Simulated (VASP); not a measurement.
Write the native input for VASP 6.6.1 that does the following.

```
Task                   : Born charges and dielectric tensor
Functional             : PBE
Potentials or basis    : VASP PAW PBE potentials, release 64 (Zn, Se)
Cutoff                 : 520 eV
k mesh                 : 10 × 10 × 10
Occupations            : gaussian, width 0.02 eV
Spin                   : no spin polarisation
Further INCAR settings : ALGO = Normal; EDIFF = 1e-08; IBRION = 8; NSW = 1
```

The structure of ZnSe lies in POSCAR:

```
ZnSe
1.0
    0.0000000000      2.8338000000      2.8338000000
    2.8338000000      0.0000000000      2.8338000000
    2.8338000000      2.8338000000      0.0000000000
Zn Se
1 1
Direct
    0.0000000000      0.0000000000      0.0000000000
    0.2500000000      0.2500000000      0.2500000000
```

The input as run:

INCAR

```
  PREC = Accurate
  ENCUT = 520
  EDIFF = 1E-8
  ISMEAR = 0
  SIGMA = 0.02
  LREAL = False
  LASPH = True
  NELM = 80
  ALGO = Normal
  ISIF = 2
  LWAVE = False
  LCHARG = False
  GGA = PE
  LEPSILON = True
  IBRION = 8
  NSW = 1
```

KPOINTS

```
regular mesh
0
Gamma
  10 10 10
```

Potentials or basis: VASP PAW PBE potentials, release 64 (Zn, Se).

Command:

```console
$ cat potpaw_PBE.64/Zn/POTCAR potpaw_PBE.64/Se/POTCAR > POTCAR
$ mpirun -np 1 vasp_std > vasp.out
```

Results of the run:

```json
{
 "Band gap on the k mesh": "1.29 eV, direct",
 "Electronic dielectric tensor (diagonal)": "7.43",
 "Born charges (mean of the diagonal)": "Zn +2.06; Se -2.06 e",
 "Highest phonon frequency at Γ, LO-TO splitting left out": "209 cm⁻¹"
}
```

Run time: 6.1 min on 1 thread of Intel(R) Xeon(R) 6975P-C (Granite Rapids) (shared host), peak memory 0.4 GiB.
